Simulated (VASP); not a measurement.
# AlRu (Pm-3m) in VASP: relaxation of cell and atoms with r2SCAN

Aim: the relaxation of cell and atoms of AlRu with r2SCAN.

All numbers are computed with VASP 6.6.1; they aren't measurements. Logs are shortened: lines on timing, memory, paths and dates and some standing lists are left out, and cuts for length are marked.

### Step 1. Starting point

It takes space group Pm-3m (No. 221, cubic). The conventional cell has a = 2.990 Å, b = 2.990 Å, c = 2.990 Å, α = 90.00°, β = 90.00°, γ = 90.00°. Ru (site symmetry m-3m) is surrounded by 8 Al at 2.59 Å. Al (site symmetry m-3m) is surrounded by 8 Ru at 2.59 Å.

The cell was built by a generator and needn't be a form met in nature.

### Step 2. Relaxation of cell and atoms, r2SCAN

The input, INCAR:

```
SYSTEM = AlRu
ALGO = Normal
EDIFF = 1E-7
EDIFFG = -0.01
ENCUT = 600
IBRION = 2
ISIF = 3
ISMEAR = 1
KPAR = 8
LASPH = .TRUE.
LCHARG = .FALSE.
LMIXTAU = .TRUE.
LREAL = .FALSE.
LWAVE = .FALSE.
METAGGA = R2SCAN
NELM = 80
NSW = 40
PREC = Accurate
SIGMA = 0.2
```

The input, KPOINTS:

```
k-points
0
G
  18 18 18
  0 0 0
```

The input, POSCAR:

```
AlRu
1.0
    2.9900000000      0.0000000000      0.0000000000
    0.0000000000      2.9900000000      0.0000000000
    0.0000000000      0.0000000000      2.9900000000
Ru Al
1 1
Direct
    0.0000000000      0.0000000000      0.0000000000
    0.5000000000      0.5000000000      0.5000000000
```

Potentials or basis: VASP PAW PBE potentials, release 64 (Ru_pv, Al).

Run with:

```
$ cat potpaw_PBE.64/Ru_pv/POTCAR potpaw_PBE.64/Al/POTCAR > POTCAR
$ mpirun -np 8 vasp_std > vasp.out
```

OUTCAR:

```text
SYSTEM = AlRu
   EDIFF = 1E-7
   EDIFFG = -0.01
   ENCUT = 600
   IBRION = 2
   ISIF = 3
   ISMEAR = 1
   LASPH = .TRUE.
   LREAL = .FALSE.
   METAGGA = R2SCAN
   NELM = 80
   NSW = 40
   PREC = Accurate

 ion  position               nearest neighbor table
   1  0.000  0.000  0.000-   2 2.59   2 2.59   2 2.59   2 2.59   2 2.59   2 2.59   2 2.59   2 2.59

   2  0.500  0.500  0.500-   1 2.59   1 2.59   1 2.59   1 2.59   1 2.59   1 2.59   1 2.59   1 2.59

  LATTYP: Found a simple cubic cell.
 ALAT       =     2.9900000000

  Lattice vectors:

 A1 = (   2.9900000000,   0.0000000000,   0.0000000000)
 A2 = (   0.0000000000,   2.9900000000,   0.0000000000)
 A3 = (   0.0000000000,   0.0000000000,   2.9900000000)

Analysis of symmetry for initial positions (statically):
=====================================================================
 Subroutine PRICEL returns:
 Original cell was already a primitive cell.

 Routine SETGRP: Setting up the symmetry group for a
 simple cubic supercell.

 Subroutine GETGRP returns: Found 48 space group operations
 (whereof 48 operations were pure point group operations)
 out of a pool of 48 trial point group operations.

The static configuration has the point symmetry O_h .

Analysis of symmetry for dynamics (positions and initial velocities):
=====================================================================
 Subroutine PRICEL returns:
 Original cell was already a primitive cell.

 Routine SETGRP: Setting up the symmetry group for a
 simple cubic supercell.

 Subroutine GETGRP returns: Found 48 space group operations
 (whereof 48 operations were pure point group operations)
 out of a pool of 48 trial point group operations.

The dynamic configuration has the point symmetry O_h .

 Subroutine INISYM returns: Found 48 space group operations
 (whereof 48 operations are pure point group operations),
 and found     1 'primitive' translations

----------------------------------------------------------------------------------------

                                     Primitive cell

  volume of cell :      26.7309

  direct lattice vectors                    reciprocal lattice vectors
     2.990000000  0.000000000  0.000000000     0.334448161  0.000000000  0.000000000
     0.000000000  2.990000000  0.000000000     0.000000000  0.334448161  0.000000000
     0.000000000  0.000000000  2.990000000     0.000000000  0.000000000  0.334448161

  length of vectors
     2.990000000  2.990000000  2.990000000     0.334448161  0.334448161  0.334448161

  position of ions in fractional coordinates (direct lattice)
     0.000000000  0.000000000  0.000000000
     0.500000000  0.500000000  0.500000000

  ion indices of the primitive-cell ions
   primitive index   ion index
                 1           1
                 2           2

----------------------------------------------------------------------------------------

 KPOINTS: k-points

Automatic generation of k-mesh.
 Grid dimensions read from file:
 generate k-points for:   18   18   18

 Generating k-lattice:

  Cartesian coordinates                     Fractional coordinates (reciprocal lattice)
     0.018580453  0.000000000  0.000000000     0.055555556  0.000000000  0.000000000
     0.000000000  0.018580453  0.000000000     0.000000000  0.055555556  0.000000000
     0.000000000  0.000000000  0.018580453     0.000000000  0.000000000  0.055555556

  Length of vectors
     0.018580453  0.018580453  0.018580453

  Shift w.r.t. Gamma in fractional coordinates (k-lattice)
     0.000000000  0.000000000  0.000000000

 Subroutine IBZKPT returns following result:
 ===========================================

 Found    220 irreducible k-points:

 Following reciprocal coordinates:
            Coordinates               Weight
  0.000000  0.000000  0.000000      1.000000
  0.055556  0.000000  0.000000      6.000000
  0.111111  0.000000  0.000000      6.000000
  0.166667  0.000000  0.000000      6.000000
  0.222222  0.000000  0.000000      6.000000
  0.277778  0.000000  0.000000      6.000000
[... 16 lines left out ...]
  0.277778  0.111111  0.000000     24.000000
  0.333333  0.111111  0.000000     24.000000
 [... further k-points ...]
   k-points           NKPTS =    220   k-points in BZ     NKDIM =    220   number of bands    NBANDS=     12
   number of dos      NEDOS =    301   number of ions     NIONS =      2
   total plane-waves  NPLWV =  13824
   dimension x,y,z NGX =    24 NGY =   24 NGZ =   24
   dimension x,y,z NGXF=    48 NGYF=   48 NGZF=   48
   ions per type =               1   1
   NGX,Y,Z   is equivalent  to a cutoff of  13.34, 13.34, 13.34 a.u.
   NGXF,Y,Z  is equivalent  to a cutoff of  26.69, 26.69, 26.69 a.u.
 SYSTEM =  AlRu
   PREC   = accura    normal or accurate (medium, high low for compatibility)
   ISTART =      0    job   : 0-new  1-cont  2-samecut
   ICHARG =      2    charge: 1-file 2-atom 10-const
   ISPIN  =      1    spin polarized calculation?
   LNONCOLLINEAR =      F non collinear calculations
   LSORBIT =      F    spin-orbit coupling
   LASPH  =      T    aspherical Exc in radial PAW
   ENCUT  =  600.0 eV  44.10 Ry    6.64 a.u.   5.97  5.97  5.97*2*pi/ulx,y,z
   NELM   =     80;   NELMIN=  2; NELMDL= -5     # of ELM steps
   EDIFF  = 0.1E-06   stopping-criterion for ELM
   LREAL  =      F    real-space projection
   EDIFFG = -.1E-01   stopping-criterion for IOM
   NSW    =     40    number of steps for IOM
   IBRION =      2    ionic relax: 0-MD 1-quasi-New 2-CG
   NFREE  =      1    steps in history (QN), initial steepest desc. (CG)
   ISIF   =      3    stress and relaxation
   ISYM   =      2    0-nonsym 1-usesym 2-fastsym
   POTIM  = 0.5000    time-step for ionic-motion
   TEBEG  =    0.0;   TEEND  =   0.0 temperature during run
   PSTRESS=    0.0 pullay stress
   NELECT =      17.0000    total number of electrons
   NUPDOWN=      -1.0000    fix difference up-down
   EMIN   =  10.00;   EMAX   =-10.00  energy-range for DOS
   EFERMI =   0.00;   METHOD = LEGACY
   ISMEAR =     1;   SIGMA  =   0.20  broadening in eV -4-tet -1-fermi 0-gaus
   EFERMI_NEDOS =   21; number of points for ismear=-14 and -15
   IALGO  =     38    algorithm
   IMIX   =      4    mixing-type and parameters
     AMIX     =   0.40;   BMIX     =  1.00
     AMIX_MAG =   1.60;   BMIX_MAG =  1.00
  volume/ion in A,a.u.               =      13.37        90.19
  Fermi-wavevector in a.u.,A,eV,Ry     =   1.407840  2.660432 26.966928  1.982013
  Thomas-Fermi vector in A             =   2.530058
   LORBIT       =      0    0 simple, 1 ext, 2 COOP (PROOUT), +10 PAW based schemes
   METAGGA = R2SCAN    functional components
   LHFCALC =     F    Hartree Fock is set to
   AEXX    =    0.0000 exact exchange contribution
   IVDW    =     0    specifies the selected vdW correction
   LEPSILON=     F    determine dielectric tensor
   LRPA    =     F    only Hartree local field effects (RPA)
 conjugate gradient relaxation of ions
 non-spin polarized calculation
 Methfessel and Paxton  Order N= 1 SIGMA  =   0.20
  energy-cutoff  :      600.00
  volume of cell :       26.73
 maximum number of plane-waves:       912
 NGX is ok and might be reduce to    24
   NGX = 11   NGY = 11   NGZ = 11

--------------------------------------- Ionic step        1  -------------------------------------------

 number of electron      16.9999995 magnetization

 Free energy of the ion-electron system (eV)
  ---------------------------------------------------
  ext. energy  EPLUGINS =         0.00000000
  ---------------------------------------------------
  free energy    TOTEN  =       -33.60878691 eV

  energy without entropy =      -33.60900549  energy(sigma->0) =      -33.60885977

------------------------ aborting loop because EDIFF is reached ----------------------------------------

  FORCE on cell =-STRESS in cart. coord.  units (eV):
  Direction    XX          YY          ZZ          XY          YZ          ZX
  --------------------------------------------------------------------------------------
  -------------------------------------------------------------------------------------
  Total       -0.2647581     -0.2647581     -0.2647581     -0.0000000      0.0000000     -0.0000000
  in kB      -15.8688776    -15.8688776    -15.8688776     -0.0000000      0.0000000     -0.0000000
  external PRESSURE =     -15.8688776 kB  Pullay stress =       0.0000000 kB

 VOLUME and BASIS-vectors are now :
 -----------------------------------------------------------------------------
  energy-cutoff  :      600.00
  volume of cell :       26.73
      direct lattice vectors                 reciprocal lattice vectors
     2.990000000  0.000000000  0.000000000     0.334448161  0.000000000  0.000000000
     0.000000000  2.990000000  0.000000000     0.000000000  0.334448161  0.000000000
     0.000000000  0.000000000  2.990000000     0.000000000  0.000000000  0.334448161
[... 37 lines left out ...]
 POSITION                                       TOTAL-FORCE (eV/Angst)
 -----------------------------------------------------------------------------------
      0.00000      0.00000      0.00000         0.000000      0.000000      0.000000
      1.48545      1.48545      1.48545        -0.000000      0.000000      0.000000
 -----------------------------------------------------------------------------------
    total drift:                                0.000000      0.000000      0.000000

  FREE ENERGIE OF THE ION-ELECTRON SYSTEM (eV)
  ---------------------------------------------------
  free  energy   TOTEN  =       -33.6071805444 eV

  energy  without entropy=      -33.6075248204  energy(sigma->0) =      -33.60729530

--------------------------------------- Ionic step        3  -------------------------------------------

 number of electron      16.9999996 magnetization

 Free energy of the ion-electron system (eV)
  ---------------------------------------------------
  ext. energy  EPLUGINS =         0.00000000
  ---------------------------------------------------
  free energy    TOTEN  =       -33.60979057 eV

  energy without entropy =      -33.61005926  energy(sigma->0) =      -33.60988013

 E-fermi :  10.6758     XC(G=0): -13.6675

 val. band max:       10.6710038931   @ k =   0.1667   0.1111   0.0000
 cond. band min:      10.6792468256   @ k =   0.1111   0.1111   0.0000
 fundamental gap:      0.0082429325
 Fermi energy:        10.6757632064

 k-point     1 :       0.0000    0.0000    0.0000
  band No.  band energies     occupation
      1     -32.3898      2.00000
      2     -32.3898      2.00000
      3     -32.3898      2.00000
      4       0.4676      2.00000
      5       6.9581      2.00000
      6       6.9581      2.00000
      7      10.8633     -0.03481
      8      10.8633     -0.03481
      9      10.8633     -0.03481
     10      17.2544      0.00000
     11      17.2544      0.00000
     12      17.2544      0.00000

 k-point     2 :       0.0556    0.0000    0.0000
  band No.  band energies     occupation
      1     -32.3971      2.00000
      2     -32.3892      2.00000
      3     -32.3892      2.00000
      4       0.5311      2.00000
      5       6.9798      2.00000
      6       6.9812      2.00000
      7      10.7836      0.21837
      8      10.7836      0.21837
      9      10.8711     -0.04505
     10      16.9291      0.00000
     11      17.3814      0.00000
     12      17.3814      0.00000
[... 316 lines left out ...]
 k-point    24 :       0.3333    0.1111    0.0000
  band No.  band energies     occupation
      1     -32.5666      2.00000
      2     -32.4016      2.00000
      3     -32.3718      2.00000
      4       2.7735      2.00000
      5       6.6929      2.00000
      6       7.6957      2.00000
      7       9.1948      2.00000
      8       9.3997      2.00000
      9      10.8084      0.10726
     10      13.5937     -0.00000
     11      18.5757      0.00000
     12      20.3249      0.00000

 [... further k-points ...]
[... 5 lines left out ...]
  --------------------------------------------------------------------------------------
  -------------------------------------------------------------------------------------
  Total       -0.0018380     -0.0018380     -0.0018380      0.0000000      0.0000000     -0.0000000
  in kB       -0.1109796     -0.1109796     -0.1109796      0.0000000      0.0000000     -0.0000000
  external PRESSURE =      -0.1109796 kB  Pullay stress =       0.0000000 kB

 VOLUME and BASIS-vectors are now :
 -----------------------------------------------------------------------------
  energy-cutoff  :      600.00
  volume of cell :       26.53
      direct lattice vectors                 reciprocal lattice vectors
     2.982672088  0.000000000 -0.000000000     0.335269842  0.000000000  0.000000000
    -0.000000000  2.982672088  0.000000000    -0.000000000  0.335269842  0.000000000
     0.000000000  0.000000000  2.982672088     0.000000000  0.000000000  0.335269842

 POSITION                                       TOTAL-FORCE (eV/Angst)
 -----------------------------------------------------------------------------------
      0.00000      0.00000      0.00000         0.000000      0.000000      0.000000
      1.49134      1.49134      1.49134        -0.000000      0.000000      0.000000
 -----------------------------------------------------------------------------------
    total drift:                                0.000000      0.000000      0.000000

  FREE ENERGIE OF THE ION-ELECTRON SYSTEM (eV)
  ---------------------------------------------------
  free  energy   TOTEN  =       -33.6097905744 eV

  energy  without entropy=      -33.6100592550  energy(sigma->0) =      -33.60988013

 reached required accuracy - stopping structural energy minimisation
```

It took 63 s on 8 MPI ranks of Intel Xeon Platinum 8259CL at 2.50GHz (Skylake/Cascade Lake), shared host; peak memory 0.23 GiB.

What came out:

- Free energy: -33.6098 eV
- Relaxed volume: 13.27 Å³/atom
- Relaxed cell: a = 2.983 Å, b = 2.983 Å, c = 2.983 Å, α = 90.00°, β = 90.00°, γ = 90.00°
- Space group after relaxing (to 0.05 Å): Pm-3m (No. 221)
- Energy gained by relaxing: 0.5 meV/atom
- Ionic steps: 3
- Pressure after relaxing: 0.0 GPa
- Band gap on the k mesh: none (metal or under the smearing width)

The path:
```tsv
step	energy change (eV)	largest force (eV/Å)	pressure (GPa)	volume (Å³)
1	0.0000	0.0000	-1.59	26.73
2	0.0016	0.0000	2.69	26.22
3	-0.0010	0.0000	-0.01	26.53
```

Final structure:
```yaml
crystal:
  lattice:
    - [2.98267, 0.00000, 0.00000]
    - [0.00000, 2.98267, 0.00000]
    - [0.00000, 0.00000, 2.98267]
  atoms:
    - { symbol: Ru, position: [0.00000, 0.00000, 0.00000] }
    - { symbol: Al, position: [0.50000, 0.50000, 0.50000] }
```

Levels at points of the mesh, in eV from the Fermi level:
| k point | band 7 | band 8 | band 9 | band 10 | band 11 | band 12 |
| --- | --- | --- | --- | --- | --- | --- |
| (0.00, 0.00, 0.00) | 0.19 | 0.19 | 0.19 | 6.58 | 6.58 | 6.58 |
| (0.50, 0.00, 0.00) | -1.70 | -1.70 | 0.45 | 2.56 | 7.75 | 10.37 |
| (0.50, 0.50, 0.00) | -1.47 | -1.25 | -1.25 | 1.76 | 5.73 | 6.87 |
| (0.50, 0.50, 0.50) | 1.86 | 1.86 | 3.27 | 4.36 | 4.36 | 4.36 |

Caveat: the PAW data sets were made with another functional, which shifts forces and pressure a little.
